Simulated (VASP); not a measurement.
Output of a VASP run:

OSZICAR:
```
       N       E                     dE             d eps       ncg     rms          rms(c)
DAV:   1     0.376080807913E+03    0.37608E+03   -0.22669E+04   525   0.224E+03
DAV:   2    -0.725950809500E+02   -0.44868E+03   -0.43636E+03   581   0.572E+02
DAV:   3    -0.119939106243E+03   -0.47344E+02   -0.46975E+02   595   0.168E+02
DAV:   4    -0.121673860270E+03   -0.17348E+01   -0.17305E+01   635   0.329E+01
DAV:   5    -0.121724415835E+03   -0.50556E-01   -0.50543E-01   720   0.508E+00    0.127E+01
DAV:   6    -0.106036822802E+03    0.15688E+02   -0.17309E+01   749   0.701E+01    0.607E+00
DAV:   7    -0.105899530272E+03    0.13729E+00   -0.45839E+00   655   0.196E+01    0.379E+00
DAV:   8    -0.108608490335E+03   -0.27090E+01   -0.17282E+00   584   0.126E+01    0.222E+00
DAV:   9    -0.105792586055E+03    0.28159E+01   -0.11985E+00   504   0.925E+00    0.105E+00
DAV:  10    -0.106208386892E+03   -0.41580E+00   -0.40376E-01   725   0.441E+00    0.342E-01
DAV:  11    -0.106223205286E+03   -0.14818E-01   -0.92675E-03   674   0.736E-01    0.253E-01
DAV:  12    -0.106239264873E+03   -0.16060E-01   -0.88239E-03   668   0.126E+00    0.147E-01
DAV:  13    -0.106242017556E+03   -0.27527E-02   -0.61456E-03   517   0.894E-01    0.537E-02
DAV:  14    -0.106245524476E+03   -0.35069E-02   -0.24886E-03   517   0.591E-01    0.328E-02
DAV:  15    -0.106245675593E+03   -0.15112E-03   -0.79755E-05   703   0.834E-02    0.237E-02
DAV:  16    -0.106246134511E+03   -0.45892E-03   -0.37413E-04   516   0.240E-01    0.104E-02
DAV:  17    -0.106246117191E+03    0.17320E-04   -0.25282E-05   782   0.487E-02    0.245E-03
DAV:  18    -0.106246113733E+03    0.34586E-05   -0.56816E-06   599   0.241E-02    0.251E-03
DAV:  19    -0.106246110494E+03    0.32384E-05   -0.57653E-07   354   0.837E-03    0.161E-03
DAV:  20    -0.106246112345E+03   -0.18509E-05   -0.96827E-07   356   0.123E-02    0.666E-04
DAV:  21    -0.106246113180E+03   -0.83453E-06   -0.33888E-07   275   0.622E-03
   1 F= -.10624611E+03 E0= -.10624611E+03  d E =-.106246E+03
```

OUTCAR:
```
------------------------ aborting loop because EDIFF is reached ----------------------------------------
  FORCE on cell =-STRESS in cart. coord.  units (eV):
  Direction    XX          YY          ZZ          XY          YZ          ZX
  --------------------------------------------------------------------------------------
  Total        0.0275668      0.0275668      0.0275668     -0.0000000     -0.0000000      0.0000000
  in kB        0.6243355      0.6243355      0.6243355     -0.0000000     -0.0000000      0.0000000
  external PRESSURE =       0.6243355 kB  Pullay stress =       0.0000000 kB
  volume of cell :       70.74
      direct lattice vectors                 reciprocal lattice vectors
     4.135799988  0.000000000  0.000000000     0.241791190  0.000000000  0.000000000
     0.000000000  4.135799988  0.000000000     0.000000000  0.241791190  0.000000000
     0.000000000  0.000000000  4.135799988     0.000000000  0.000000000  0.241791190
 POSITION                                       TOTAL-FORCE (eV/Angst)
 -----------------------------------------------------------------------------------
      0.00000      0.00000      0.00000         0.000000      0.000000      0.000000
      2.06790      2.06790      2.06790         0.000000      0.000000      0.000000
      2.06790      0.00000      2.06790         0.000000      0.000000      0.000000
      0.00000      2.06790      2.06790         0.000000      0.000000      0.000000
      2.06790      2.06790      0.00000         0.000000      0.000000      0.000000
 -----------------------------------------------------------------------------------
    total drift:                                0.000000     -0.000000     -0.000000
  FREE ENERGIE OF THE ION-ELECTRON SYSTEM (eV)
  ---------------------------------------------------
  free  energy   TOTEN  =      -106.2461131799 eV

  energy  without entropy=     -106.2461131799  energy(sigma->0) =     -106.24611318

 reached required accuracy - stopping structural energy minimisation
```
(Selected blocks of OUTCAR.)

**POSCAR**
```
BaSnO3
1
    4.1357999885    -0.0000000000     0.0000000000
    0.0000000000     4.1357999885    -0.0000000000
    0.0000000000     0.0000000000     4.1357999885
Ba Sn O
1 1 3
Direct
  0.0000000000   0.0000000000   0.0000000000
  0.5000000000   0.5000000000   0.5000000000
  0.5000000000   0.0000000000   0.5000000000
  0.0000000000   0.5000000000   0.5000000000
  0.5000000000   0.5000000000   0.0000000000
```

Task: Reconstruct the remaining input files.

Result: One answer among several that fit: the input of the run itself, SCAN meta-GGA, plane waves, VASP's PBE PAW potentials (set 64).

### INCAR
```
ALGO=Normal
EDIFF=1E-6
EDIFFG=-0.02
ENCUT=520
IBRION=2
ISIF=3
ISMEAR=0
LASPH=.True.
LCHARG=.False.
LMAXMIX=4
LMIXTAU=.True.
LREAL=.False.
LWAVE=.False.
METAGGA=SCAN
NELM=100
NSW=60
PREC=Accurate
SIGMA=0.05
SYSTEM=BaSnO3
```

File KPOINTS:
```
Automatic mesh
0
Gamma
5 5 5
0 0 0
```

POTCAR, in this order: Ba_sv Sn_d O (PBE.64 set). Program: vasp_std.

The compound is BaSnO3 in the cubic perovskite structure. It was relaxed first.
